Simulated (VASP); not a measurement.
# MoSe2: relaxation of cell and atoms with LDA

MoSe2:

```
Mo Se
1.0
     3.28800    0.00000    0.00000
    -1.64400    2.84749    0.00000
     0.00000    0.00000   12.90000
Mo Se
2 4
Direct
  0.66667 0.33333 0.75000
  0.33333 0.66667 0.25000
  0.66667 0.33333 0.37500
  0.33333 0.66667 0.87500
  0.66667 0.33333 0.12500
  0.33333 0.66667 0.62500
```

```json
{
  "Program": "VASP 6.6.1",
  "Task": "relaxation of cell and atoms",
  "Functional": "LDA",
  "Potentials or basis": "VASP PAW LDA potentials, release 64 (Mo_sv, Se)",
  "Cutoff": "600 eV",
  "k mesh": "9 × 9 × 2",
  "Occupations": "fermi-dirac, width 0.05 eV",
  "Spin": "no spin polarisation",
  "Further INCAR settings": "ALGO = Normal; EDIFF = 1e-06; IBRION = 2; EDIFFG = -0.02; NSW = 60; ISIF = 3"
}
```

| Quantity | Value |
| --- | --- |
| Relaxed volume | 19.44 Å³/atom |
| Relaxed cell | a = 3.254 Å, b = 3.254 Å, c = 12.724 Å, α = 90.00°, β = 90.00°, γ = 120.00° |
| Space group after relaxing (to 0.05 Å) | P6_3/mmc (No. 194) |
| Energy gained by relaxing | 12.2 meV/atom |
| Ionic steps | 16 |
| Pressure after relaxing | 0.0 GPa |
| Largest force after relaxing | 0.006 eV/Å |
| Band gap on the k mesh | 0.82 eV, indirect (least direct gap 1.51 eV) |

Forces in eV/Å, atoms in the order of the input:
```
Mo   0.000  0.000  0.000
Mo   0.000  0.000  0.000
Se   0.000  0.000  0.006
Se   0.000  0.000  0.006
Se   0.000  0.000 -0.006
Se   0.000  0.000 -0.006
```

Stress tensor (GPa, compression positive):
```
-0.11  0.00  0.00
 0.00 -0.11  0.00
 0.00  0.00  0.12
```

The path:
```csv
step,energy change (eV),largest force (eV/Å),pressure (GPa),volume (Å³)
1,0.0000,0.6608,1.14,120.78
2,0.0060,0.5839,-4.63,123.26
3,-0.0444,0.0274,-1.78,121.97
4,-0.0592,0.0712,0.45,119.05
5,-0.0612,0.0595,-0.14,119.79
6,-0.0628,0.0903,0.04,119.48
7,-0.0652,0.1854,0.58,118.55
8,-0.0656,0.1786,0.55,118.52
9,-0.0670,0.1593,0.42,118.44
10,-0.0691,0.1218,0.17,118.28
11,-0.0712,0.0472,-0.32,117.96
12,-0.0713,0.0314,-0.43,117.89
13,-0.0720,0.0260,-0.34,117.62
14,-0.0729,0.0160,-0.19,117.15
15,-0.0731,0.0043,0.15,116.20
16,-0.0733,0.0065,-0.03,116.66
```

Final structure:
```
CELL_PARAMETERS angstrom
3.25382 0.00000 0.00000
-1.62691 2.81789 0.00000
0.00000 0.00000 12.72357
ATOMIC_POSITIONS crystal
Mo 0.66667 0.33333 0.75000
Mo 0.33333 0.66667 0.25000
Se 0.66667 0.33333 0.38040
Se 0.33333 0.66667 0.88040
Se 0.66667 0.33333 0.11960
Se 0.33333 0.66667 0.61960
```

Levels at points of the mesh, in eV from the valence-band top:
| k point | band 24 | band 25 | band 26 | band 27 | band 28 | band 29 |
| --- | --- | --- | --- | --- | --- | --- |
| (0.00, 0.00, 0.00) | -1.27 | -0.73 | 0.00 | 2.52 | 2.52 | 2.60 |
| (0.00, 0.00, 0.50) | -1.57 | -0.18 | -0.18 | 2.54 | 2.54 | 2.54 |

It took 8.6 min on 1 thread of AMD EPYC 9R45 96-Core Processor (Zen 5), on a shared host, peak memory 0.26 GiB.

Caveat: an odd mesh through Γ misses points on the zone boundary, where band edges often lie.
